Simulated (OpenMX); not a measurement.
# BAs (F-43m) in OpenMX: a series of runs, part 2 of 2

OpenMX 3.8.5. Earlier steps stand in the parts before.

## Step 4: Single point, LDA, 13.35 Å³/atom (volume scaled by 0.98)

BAs.dat

```
System.CurrrentDirectory             ./
System.Name                          BAs
DATA.PATH                            ./DFT_DATA13
level.of.stdout                      1
level.of.fileout                     0
Species.Number                       2
<Definition.of.Atomic.Species
  As  As7.0-s3p2d2           As_CA13
  B   B7.0-s2p2d1            B_CA13
Definition.of.Atomic.Species>

Atoms.Number                         2
Atoms.SpeciesAndCoordinates.Unit     FRAC
<Atoms.SpeciesAndCoordinates
    1  As    0.7500000000    0.7500000000    0.7500000000   7.500  7.500
    2  B     0.0000000000    0.0000000000    0.0000000000   1.500  1.500
Atoms.SpeciesAndCoordinates>

Atoms.UnitVectors.Unit               Ang
<Atoms.UnitVectors
     0.0000000000    2.3724693156    2.3724693156
     2.3724693156    0.0000000000    2.3724693156
     2.3724693156    2.3724693156    0.0000000000
Atoms.UnitVectors>

scf.XcType                           LDA
scf.SpinPolarization                 off
scf.ElectronicTemperature            580.226
scf.maxIter                          100
scf.EigenvalueSolver                 band
scf.Kgrid                            11 11 11
scf.Mixing.Type                      rmm-diisk
scf.Init.Mixing.Weight               0.05
scf.Min.Mixing.Weight                0.001
scf.Max.Mixing.Weight                0.3
scf.Mixing.History                   25
scf.Mixing.StartPulay                8
scf.criterion                        1.0e-8
MD.Type                              nomd
scf.Ngrid                            36 36 36
scf.energycutoff                     500.0
```

On the command line:

```sh
$ openmx BAs.dat -nt 1 > BAs.std
```

Run time: 83 s. Hardware: 1 thread of Arm Neoverse V2, shared host; peak memory 0.74 GiB.

Results (log left out):

- Free energy: -2966.2311 eV
- Band gap on the k mesh: 1.20 eV, indirect (least direct gap 3.35 eV)
- Mulliken charges: As -0.78; B +0.78 e

Caveat: the basis has few d functions beyond the semicore shells, which can make volumes several per cent too large; Mulliken charges move with the basis; an odd mesh through Γ misses points on the zone boundary, where band edges often lie; the basis of atomic orbitals isn't converged, which shifts pressures, moduli and gaps.

## Step 5: Single point, LDA, 13.90 Å³/atom (volume scaled by 1.02)

Changes to BAs.dat since step 4:

```diff
@@ -20,5 +20,5 @@
 <Atoms.UnitVectors
-     0.0000000000    2.3724693156    2.3724693156
-     2.3724693156    0.0000000000    2.3724693156
-     2.3724693156    2.3724693156    0.0000000000
+     0.0000000000    2.4043183418    2.4043183418
+     2.4043183418    0.0000000000    2.4043183418
+     2.4043183418    2.4043183418    0.0000000000
 Atoms.UnitVectors>
```

On the command line:

```sh
$ openmx BAs.dat -nt 1 > BAs.std
```

Wall time 80 s (1 thread of Arm Neoverse V2, shared host); peak memory 0.72 GiB.

Results (log left out):

- Free energy: -2966.2068 eV
- Band gap on the k mesh: 1.23 eV, indirect (least direct gap 3.30 eV)
- Mulliken charges: As -0.75; B +0.75 e

Caveat: the basis has few d functions beyond the semicore shells, which can make volumes several per cent too large; Mulliken charges move with the basis; an odd mesh through Γ misses points on the zone boundary, where band edges often lie; the basis of atomic orbitals isn't converged, which shifts pressures, moduli and gaps.

## Step 6: Single point, LDA, 13.08 Å³/atom (volume scaled by 0.96)

Changes to BAs.dat since step 5:

```diff
@@ -20,5 +20,5 @@
 <Atoms.UnitVectors
-     0.0000000000    2.4043183418    2.4043183418
-     2.4043183418    0.0000000000    2.4043183418
-     2.4043183418    2.4043183418    0.0000000000
+     0.0000000000    2.3562190158    2.3562190158
+     2.3562190158    0.0000000000    2.3562190158
+     2.3562190158    2.3562190158    0.0000000000
 Atoms.UnitVectors>
```

Potentials or basis: OpenMX 2013 LDA set, As7.0-s3p2d2, B7.0-s2p2d1, fixed grid of 36 × 36 × 36 points.

On the command line:

```sh
$ openmx BAs.dat -nt 1 > BAs.std
```

Run time: 84 s. Hardware: 1 thread of Arm Neoverse V2, shared host; peak memory 0.75 GiB.

The run converged. Its results:

- Free energy: -2966.2279 eV
- Band gap on the k mesh: 1.19 eV, indirect (least direct gap 3.38 eV)
- Mulliken charges: As -0.80; B +0.80 e

Caveat: the basis has few d functions beyond the semicore shells, which can make volumes several per cent too large; Mulliken charges move with the basis; an odd mesh through Γ misses points on the zone boundary, where band edges often lie; the basis of atomic orbitals isn't converged, which shifts pressures, moduli and gaps.

## Step 7: Single point, LDA, 14.17 Å³/atom (volume scaled by 1.04)

Changes to BAs.dat since step 6:

```diff
@@ -20,5 +20,5 @@
 <Atoms.UnitVectors
-     0.0000000000    2.3562190158    2.3562190158
-     2.3562190158    0.0000000000    2.3562190158
-     2.3562190158    2.3562190158    0.0000000000
+     0.0000000000    2.4199312360    2.4199312360
+     2.4199312360    0.0000000000    2.4199312360
+     2.4199312360    2.4199312360    0.0000000000
 Atoms.UnitVectors>
```

On the command line:

```sh
$ openmx BAs.dat -nt 1 > BAs.std
```

Run time: 79 s. Hardware: 1 thread of Arm Neoverse V2, shared host; peak memory 0.7 GiB.

It converged, with:

| Item | Value |
| --- | --- |
| Free energy | -2966.1825 eV |
| Band gap on the k mesh | 1.25 eV, indirect (least direct gap 3.27 eV) |
| Mulliken charges | As -0.73; B +0.73 e |

Caveat: the basis has few d functions beyond the semicore shells, which can make volumes several per cent too large; Mulliken charges move with the basis; an odd mesh through Γ misses points on the zone boundary, where band edges often lie; the basis of atomic orbitals isn't converged, which shifts pressures, moduli and gaps.

## Step 8: Single point, LDA, 12.81 Å³/atom (volume scaled by 0.94)

Changes to BAs.dat since step 7:

```diff
@@ -20,5 +20,5 @@
 <Atoms.UnitVectors
-     0.0000000000    2.4199312360    2.4199312360
-     2.4199312360    0.0000000000    2.4199312360
-     2.4199312360    2.4199312360    0.0000000000
+     0.0000000000    2.3397414207    2.3397414207
+     2.3397414207    0.0000000000    2.3397414207
+     2.3397414207    2.3397414207    0.0000000000
 Atoms.UnitVectors>
```

On the command line:

```sh
$ openmx BAs.dat -nt 1 > BAs.std
```

It took 94 s on 1 thread of Arm Neoverse V2, shared host; peak memory 0.78 GiB.

The run converged. Its results:

| Item | Value |
| --- | --- |
| Free energy | -2966.2143 eV |
| Band gap on the k mesh | 1.17 eV, indirect (least direct gap 3.41 eV) |
| Mulliken charges | As -0.82; B +0.82 e |

Caveat: the basis has few d functions beyond the semicore shells, which can make volumes several per cent too large; Mulliken charges move with the basis; an odd mesh through Γ misses points on the zone boundary, where band edges often lie; the basis of atomic orbitals isn't converged, which shifts pressures, moduli and gaps.

## Step 9: Single point, LDA, 14.44 Å³/atom (volume scaled by 1.06)

Changes to BAs.dat since step 8:

```diff
@@ -20,5 +20,5 @@
 <Atoms.UnitVectors
-     0.0000000000    2.3397414207    2.3397414207
-     2.3397414207    0.0000000000    2.3397414207
-     2.3397414207    2.3397414207    0.0000000000
+     0.0000000000    2.4353452264    2.4353452264
+     2.4353452264    0.0000000000    2.4353452264
+     2.4353452264    2.4353452264    0.0000000000
 Atoms.UnitVectors>
```

Potentials or basis: OpenMX 2013 LDA set, As7.0-s3p2d2, B7.0-s2p2d1, fixed grid of 36 × 36 × 36 points.

On the command line:

```sh
$ openmx BAs.dat -nt 1 > BAs.std
```

It took 78 s on 1 thread of Arm Neoverse V2, shared host; peak memory 0.7 GiB.

Results (log left out):

* Free energy: -2966.1504 eV
* Band gap on the k mesh: 1.27 eV, indirect (least direct gap 3.25 eV)
* Mulliken charges: As -0.72; B +0.72 e

Caveat: the basis has few d functions beyond the semicore shells, which can make volumes several per cent too large; Mulliken charges move with the basis; an odd mesh through Γ misses points on the zone boundary, where band edges often lie; the basis of atomic orbitals isn't converged, which shifts pressures, moduli and gaps.

## Step 10: Equation of state, LDA

Potentials or basis: OpenMX 2013 LDA set, As7.0-s3p2d2, B7.0-s2p2d1, fixed grid of 36 × 36 × 36 points.

This step only gathers the single runs of the series.

What came out:

```yaml
Equilibrium_volume: 13.29 Å³/atom
Bulk_modulus: 148 GPa
Pressure_derivative_of_the_bulk_modulus: "4.2 (rough: it moves with the points fitted)"
```

Energy against volume, from the lowest point:
| volume (Å³/atom) | energy (meV/atom) |
| --- | --- |
| 12.809 | 8.42 |
| 13.081 | 1.61 |
| 13.354 | 0.00 |
| 13.626 | 3.81 |
| 13.899 | 12.17 |
| 14.171 | 24.28 |
| 14.444 | 40.33 |

Caveat: the basis has few d functions beyond the semicore shells, which can make volumes several per cent too large; volumes in these bases differ from converged ones by about 1 %, for some elements by several; the basis of atomic orbitals isn't converged, which shifts pressures, moduli and gaps. LDA usually gives volumes a few per cent too small.

## Step 11: Against experiment

Step 10. Measured bulk modulus of BAs: 148 GPa (quoted in “Basic Physical Properties of Cubic Boron Arsenide”, 2019, arxiv:1911.11281). This calculation gives 148 GPa (+0.2 %). The fit is for a static lattice scaled at fixed shape and fixed fractional positions.
